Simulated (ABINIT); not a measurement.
BAs, 2 atoms in the cell. The structure is cubic, space group F-43m (No. 216). Conventional cell: a = 4.810 Å, b = 4.810 Å, c = 4.810 Å, α = 90.00°, β = 90.00°, γ = 90.00°. As (site symmetry -43m) is surrounded by 4 B at 2.08 Å. Around B (site symmetry -43m) lie 4 As at 2.08 Å.  The cell isn't the ideal one: cell relaxed.

```yaml
Program: ABINIT 10.8.3 (patched build)
Task: single point
Functional: PBE
Potentials_or_basis: PseudoDojo NC SR PBE v0.4.1 standard
Cutoff: 1034 eV
k_mesh: 8 × 8 × 8
Occupations: fermi-dirac, width 0.05 eV
Spin: no spin polarisation
```

Potentials or basis: PseudoDojo NC SR PBE v0.4.1 standard.

Launch:

```sh
$ abinit run.abi > log 2>&1
```

Hardware: 1 thread of Arm Neoverse V1 (shared host).

Q: Estimate the wall time of this run.

A: Run time: 24 s on 1 thread of Arm Neoverse V1, with other jobs on the host, peak memory 0.07 GiB. Counts: scf iterations 10, k points 29, bands 13, plane waves 2120.
